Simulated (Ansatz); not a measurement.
**Cost of a DFT run on Si3N4**

```yaml
crystal:
  lattice:
    - [7.4923522818, 0.0, 0.0]
    - [-3.7461761409, 6.4885674101, 0.0]
    - [0.0, 0.0, 2.8630749213]
  atoms:
    - { symbol: Si, position: [0.7673199111, 0.1735618873, 0.3256358183] }
    - { symbol: Si, position: [0.5937580238, 0.7673199111, 0.8256358183] }
    - { symbol: Si, position: [0.8264381127, 0.5937580238, 0.3256358183] }
    - { symbol: Si, position: [0.2326800889, 0.8264381127, 0.8256358183] }
    - { symbol: Si, position: [0.4062419762, 0.2326800889, 0.3256358183] }
    - { symbol: Si, position: [0.1735618873, 0.4062419762, 0.8256358183] }
    - { symbol: "N", position: [0.0293608826, 0.3297475828, 0.325653152] }
    - { symbol: "N", position: [0.6996132998, 0.0293608826, 0.825653152] }
    - { symbol: "N", position: [0.6702524172, 0.6996132998, 0.325653152] }
    - { symbol: "N", position: [0.9706391174, 0.6702524172, 0.825653152] }
    - { symbol: "N", position: [0.3003867002, 0.9706391174, 0.325653152] }
    - { symbol: "N", position: [0.3297475828, 0.3003867002, 0.825653152] }
    - { symbol: "N", position: [0.3333333333, 0.6666666667, -0.1744669108] }
    - { symbol: "N", position: [0.6666666667, 0.3333333333, 0.3255330892] }
kpoints:
  mp_grid: { grid: [4, 4, 10] }
scf:
  occupations: { method: fermi_dirac, width: 0.02 }
hamiltonian:
  xc: pbe
  pseudopotentials: { kind: paw }
output:
  forces: true
  stress: true
  populations: true
  efg:
    quadrupole_moments_barn: { "N": 0.02044 }
    contact_densities: true
relax:
  f_tol: 0.02
  max_steps: 60
```

```sh
ansatz run input.yaml --threads 4 --pin off --max-ram 8192MiB --backend cpu --events-out ev --progress --plain --runs-dir out
```

It runs on 4 threads of Arm Neoverse V1 (aarch64; 8 cores open to the job, memory cap 8.0 GiB, no GPU), a shared host with a load of 0.7 a core.

Question: How much time and memory should be set aside?

Answer: About 12 s of wall time (47 s of CPU time) and 0.55 GiB. The run holds 64 valence electrons in 46 bands, about 2745 plane waves a k-point and 24 irreducible k-points, and took 16 SCF iterations, over 3 ionic steps. Times on a shared host vary by tens of per cent.
